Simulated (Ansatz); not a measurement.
## NaH (Fm-3m) under pressure

```
CELL_PARAMETERS angstrom
2.39568 2.39568 0.00000
-2.39568 2.39568 0.00000
0.00000 2.39568 2.39568
ATOMIC_POSITIONS crystal
Na 0.00000 0.00000 0.00000
H 0.50000 0.50000 0.00000
```

This is the zero-pressure cell under PBEsol. Cell and atoms are relaxed by PAW (default files of Ansatz 0.2.0, cutoff 420 eV, stress met within about 0.05 GPa) at each pressure, in this structure whether or not another phase would take over; P is the pressure reached, less that of this cell. Levels come from PBEsol, all-electron LAPW in Ansatz 0.2.0, scalar-relativistic; k mesh 8×8×8, fixed occupations, basis error target 0.5 meV/atom. Conduction levels are in eV over the valence top (at W), at fixed fractional wave vectors. Zone-centre phonons come from finite displacements by PAW, without the LO-TO term.

```
P (GPa)    V/V₀      L      X      W       Γ  T1u TO (cm⁻¹)
  -1.97  1.1035  3.458  4.280  5.626   9.796          422.9
   0.00  1.0000  3.607  4.459  5.868  10.646          519.4
   1.97  0.9307  3.720  4.602  6.055  11.308          591.1
   3.96  0.8785  3.814  4.725  6.212  11.865          650.1
   6.99  0.8186  3.934  4.887  6.413  12.581          724.4
   9.99       ?      ?      ?      ?       ?              ?
  14.99  0.7163  4.174  5.233  6.826  14.041          873.5
```

Problem. Fit the third-order Birch-Murnaghan equation to the rows shown.

Solution. With f = [(V₀/V)^(2/3) − 1]/2, the normalised pressure F = P/[3f(1 + 2f)^(5/2)] is 24.3 GPa at f = -0.0318, 23.8 GPa at f = 0.0245, 23.6 GPa at f = 0.0451, 23.4 GPa at f = 0.0714, 23.0 GPa at f = 0.1246. The line F = B₀[1 + (3/2)(B′ − 4)f] gives B₀ = 24.0 GPa and B′ = 3.8.

Problem. What are the volume deformation potentials and pressure coefficients of these levels at zero pressure?

Solution. 

```csv
level,dE/dlnV (eV),dE/dP = −(dE/dlnV)/B₀ (meV/GPa),mean slope up to 2.0 GPa (meV/GPa)
L,-1.55,64.5,57.5
X,-1.91,79.6,72.4
W,-2.53,105.5,94.7
Γ,-8.96,373.0,335.3
```

dE/dlnV is the slope of a cubic fit in ln V at V₀. The last column is read from two rows and shows how the slope bends with pressure.

Problem. What mode Grüneisen parameters follow?

Solution. γ = −d ln ω/d ln V at V₀ from a quadratic fit in ln V: T1u 1.91.

Problem. What belongs in the row at 9.99 GPa?

Solution. The fits give V/V₀ = 0.7734 and L = 4.034 eV. Computed: V/V₀ = 0.7733, L = 4.034, X = 5.028, W = 6.584, Γ = 13.186, T1u TO (cm⁻¹) = 786.5.

Keep in mind: no other phase was computed; many crystals of this kind change structure within this range, and rows or crossings beyond such a change describe a metastable lattice; the frozen-core PAW files of the relaxations were fitted under PBE, their cores solved anew for this functional; semilocal gaps are low, and the spacing of valleys can be off by tenths of an eV; levels are read at fixed fractional k, so an edge that moves off these points is missed.
